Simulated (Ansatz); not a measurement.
Runs of Ansatz 0.2.0 on WC. It takes space group Fm-3m (No. 225, cubic). Conventional cell: a = 4.385 Å, b = 4.385 Å, c = 4.385 Å, α = 90.00°, β = 90.00°, γ = 90.00°. W (site symmetry m-3m) has 6 C at 2.19 Å as nearest neighbours. Around C (site symmetry m-3m) lie 6 W at 2.19 Å. Measurements of this composition are mostly on another form, of space group No. 187.

| level | k mesh | cutoff (eV) | mesh quality | V0 of scaled cells (Å³/atom) | B0 (GPa) |
| --- | --- | --- | --- | --- | --- |
| PBEsol | 10 × 10 × 10 | 420 | not flagged | 10.25 | 390 |
| LDA | 10 × 10 × 10 | 420 | not flagged | 10.09 | 406 |
| r2SCAN | 10 × 10 × 10 | 500 | not flagged | (c) | (b) |
| HSE06 | 6 × 6 × 6 | 420 | coarse | 10.27 | 403 |
| PBE0 | 6 × 6 × 6 | 420 | coarse | 10.26 | (a) |

Alike in all rows: task equation of state; potentials or basis Ansatz PAW; no spin polarisation; cell as given; smearing fermi-dirac 0.05 eV.

Q: Fill in the values left out.

A: (a) 405; (b) 382; (c) 10.39.

Caveats: some runs use coarse meshes; the PAW data sets come from PBE, with cores solved anew for the run's functional, which leaves a small shift of forces and pressure.

Not every run made on this cell is shown here.
